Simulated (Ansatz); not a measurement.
Crystal: CdTe.

```xyz
2
Lattice="0.0000 3.2050 3.2050 3.2050 0.0000 3.2050 3.2050 3.2050 0.0000" Properties=species:S:1:pos:R:3 pbc="T T T"
Te    4.8075    4.8075    4.8075
Cd    0.0000    0.0000    0.0000
```

Base run:

* Program: Ansatz 0.2.0
* Functional: LDA
* Potentials or basis: Ansatz PAW
* Cutoff: 420 eV
* Density cutoff: 1680 eV
* k mesh: 7 × 7 × 7
* Occupations: fermi-dirac, width 0.05 eV
* Spin: spin-orbit coupling, no magnetisation

Its results: band gap on the k mesh 0.33 eV, direct; pressure 0.0 GPa.

Q: The run is repeated on the same cell with these changes: functional from LDA to exchange-only PBE; spin from spin-orbit coupling, no magnetisation to no spin polarisation; potential files from those of the base run to others of the same set. What comes out?

A: Band gap on the k mesh 0.83 eV, direct; pressure 11.5 GPa.

Several settings changed at once, so the effect can't be laid on one alone.

Caveats: the PAW data sets come from PBE, with cores solved anew for the run's functional, which leaves a small shift of forces and pressure; the potentials were made for another functional, which shifts forces and pressure (some runs); spin-orbit coupling is left out, which moves the levels of the heavy elements (some runs).

Not every run made on this cell is shown here.
